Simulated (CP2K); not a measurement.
Runs of CP2K 2026.2 on WS2. The cell holds a slab with vacuum, 3 atoms: a = 3.184 Å, b = 3.184 Å, c = 16.951 Å, α = 90.00°, β = 90.00°, γ = 120.00°. 

| task | level | U | k mesh | points a segment of the path (NPOINTS) | bands added on the path | CUTOFF of the grids | PLUS_U_METHOD | shape of the broadening | gap on the mesh (eV) | largest force (eV/Å) |
| --- | --- | --- | --- | --- | --- | --- | --- | --- | --- | --- |
| band structure | r2SCAN | - | 10 × 10 × 2 | 10 | 6 | 675 Ry | - | - | 2.06 | 0.02 |
| projected density of states | PBEsol+U | W d U = 2.0 eV | 7 × 7 × 2 | - | - | 450 Ry | MULLIKEN | LORENTZIAN | (a) | 0.02 |
| band structure | PBEsol | - | 10 × 10 × 2 | 10 | 6 | 450 Ry | - | - | 1.95 | 0.05 |
| projected density of states | PBEsol+U | W d U = 4.0 eV | 7 × 7 × 2 | - | - | 450 Ry | MULLIKEN | LORENTZIAN | (b) | 0.04 |
| projected density of states | PBEsol | - | 7 × 7 × 2 | - | - | 450 Ry | - | LORENTZIAN | 2.12 | 0.05 |

Alike in all rows: potentials or basis GTH_POTENTIALS W GTH-PBE-q14, S GTH-PBE-q6; DZVP-MOLOPT-SR-GTH basis; no spin polarisation; cell as given; smearing fermi-dirac 0.05 eV.

Problem. Estimate the missing entries.

Solution. (a) 1.90; (b) 1.66.

Caveats: the potentials were made for another functional, which shifts forces and pressure; spin-orbit coupling is left out, which moves the levels of the heavy elements; the basis of atomic orbitals isn't converged, which shifts pressures, moduli and gaps; this program's U acts on Mulliken populations of all basis functions of the shell, so it isn't the U of plane-wave codes (some runs); energies scatter by some meV and the pressure isn't listed (some runs); meta-GGAs are noisy in the vacuum on a uniform grid, which can shift empty levels and the work function (some runs).

A k mesh can miss the band edges, and the runs leave out spin-orbit coupling on W.
